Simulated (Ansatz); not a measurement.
## CsBr at several levels of theory

One geometry, relaxed with PBE, and single points on it; plane waves with PAW potentials in Ansatz, scalar-relativistic unless the row names spin-orbit coupling. No spin polarisation. Meshes are on the primitive cell of 2 atoms. Gaps are the least over mesh and band path; pressure is positive in compression. Smearing is Gaussian, 0.02 eV.

```yaml
crystal:
  lattice:
    - [4.38931, 0.00000, 0.00000]
    - [0.00000, 4.38931, 0.00000]
    - [0.00000, 0.00000, 4.38931]
  atoms:
    - { symbol: Cs, position: [0.00000, 0.00000, 0.00000] }
    - { symbol: Br, position: [0.50000, 0.50000, 0.50000] }
```

```json
{"level": "PBE", "cutoff (eV)": "420", "k mesh": "6×6×6", "gap (eV)": "4.25", "pressure (GPa)": "0.0", "rough cost with bands (core-min)": "0.18"}
```

What do r2SCAN, PBE with spin-orbit coupling, LDA give on the same cell?

| level | cutoff (eV) | k mesh | gap (eV) | pressure (GPa) | rough cost with bands (core-min) |
| --- | --- | --- | --- | --- | --- |
| r2SCAN | 500 | 6×6×6 | 5.00 | -0.6 | 0.27 |
| PBE with spin-orbit coupling | 420 | 6×6×6 | 4.10 | 0.0 | 0.27 |
| LDA | 420 | 6×6×6 | 3.86 | -2.3 | 0.18 |

Spin-orbit coupling is left out except in a row that names it, which matters for the bands of heavy elements.